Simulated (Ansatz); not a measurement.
# EuO: the cost of one run

Method: DFT PBEsol+U (U_eff = 4 eV on Eu f), plane waves, PAW, no spin–orbit coupling unless a run says so, in Ansatz 0.2.0.

1 further run of the same task is left out (it didn't finish).

**1. The system as given**

The structure is cubic, space group Fm-3m (No. 225). Conventional cell: a = 5.144 Å, b = 5.144 Å, c = 5.144 Å, α = 90.00°, β = 90.00°, γ = 90.00°. Eu (site symmetry m-3m) has 6 O at 2.57 Å as nearest neighbours. Around O (site symmetry m-3m) lie 6 Eu at 2.57 Å.

Coordinates:

```
Eu O
1.0
     0.00000    2.57195    2.57195
     2.57195    0.00000    2.57195
     2.57195    2.57195    0.00000
Eu O
1 1
Direct
  0.50000 0.50000 0.50000
  0.00000 0.00000 0.00000
```

An earlier series on this cell reached its lowest free state from «ferromagnetic start, free, natural orbitals of the symmetric run filled by rank», perhaps among other starts.

**2. Ferromagnetic start, free, default search**

Contents of input.yaml:

```yaml
crystal:
  lattice:
    - [0.0, 2.57195197, 2.57195197]
    - [2.57195197, 0.0, 2.57195197]
    - [2.57195197, 2.57195197, 0.0]
  atoms:
    - { symbol: Eu, position: [0.5, 0.5, 0.5], spin: 7.0 }
    - { symbol: O, position: [0.0, 0.0, 0.0] }
basis:
  ecutwfc: 420
  ecutrho_ratio: 4
kpoints:
  mp_grid: { grid: [6, 6, 6] }
hamiltonian:
  xc: pbesol
  hubbard: { sites: [{ site: 0, l: f, u_eff: 4.0 }] }
scf:
  occupations: { method: gaussian, width: 0.05 }
output:
  forces: true
  stress: true
  eigenvalues: true
  populations: true
  hubbard: { sites: [{ site: 0, l: f }] }
magnetization:
  spin_polarized: true
```

Started as:

```console
$ ansatz run input.yaml --threads 2 --pin off --max-ram 3072MiB --backend cpu --events-out ev --progress --plain --runs-dir out
```

What time and memory should one allow on 2 threads of Arm Neoverse V2, shared host?

About 3.7 s, with a peak of 0.36 GiB.
